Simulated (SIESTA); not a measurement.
**Pb under changes of volume**

One of the cells (30.323 Å³/atom); the others are scaled copies at fixed shape and fractional positions:

```xyz
1
Lattice="0.0000 2.4750 2.4750 2.4750 0.0000 2.4750 2.4750 2.4750 0.0000" Properties=species:S:1:pos:R:3 pbc="T T T"
Pb    0.0000    0.0000    0.0000
```

| Quantity | Value |
| --- | --- |
| Program | SIESTA 5.4.2 |
| Functional | PBE |
| Potentials or basis | PseudoDojo 0.4 stringent (PBE files) |
| Basis | DZP (energy shift 0.002 Ry) |
| Grid cutoff | 500 Ry |
| Energy shift | 0.002 Ry |
| k mesh | 9 × 9 × 9 |
| Occupations | fermi-dirac, width 0.05 eV |
| Spin | no spin polarisation |

```tsv
volume (Å³/atom)	energy over the lowest point (meV/atom)	pressure (GPa)
28.503	0.00	-0.6
29.110	4.55	-1.7
29.716	13.10	-2.8
30.323	25.22	-3.7
30.929	40.47	-4.4
31.535	58.21	-5.0
32.142	?	?
```

Q: What does the run at 32.142 Å³/atom give?

A: Energy over the lowest point 78.06 meV/atom; pressure -5.4 GPa.

Worked out: A Birch-Murnaghan fit of order 3 (a polynomial in V^(-2/3)) to the other rows has its minimum at 28.22 Å³/atom, just outside them, with B0 = V·E''(V) = 62 GPa and B' = 5.6. It gives 78.31 meV/atom at 32.142 Å³/atom, against the run's 78.06, and -dE/dV = -5.6 GPa, against -5.4.

Energies are extrapolated to zero smearing.

Caveats: semicore shells carry a single zeta, which can move pressures by several GPa and volumes by a few percent; the basis of atomic orbitals isn't converged, which shifts pressures, moduli and gaps.
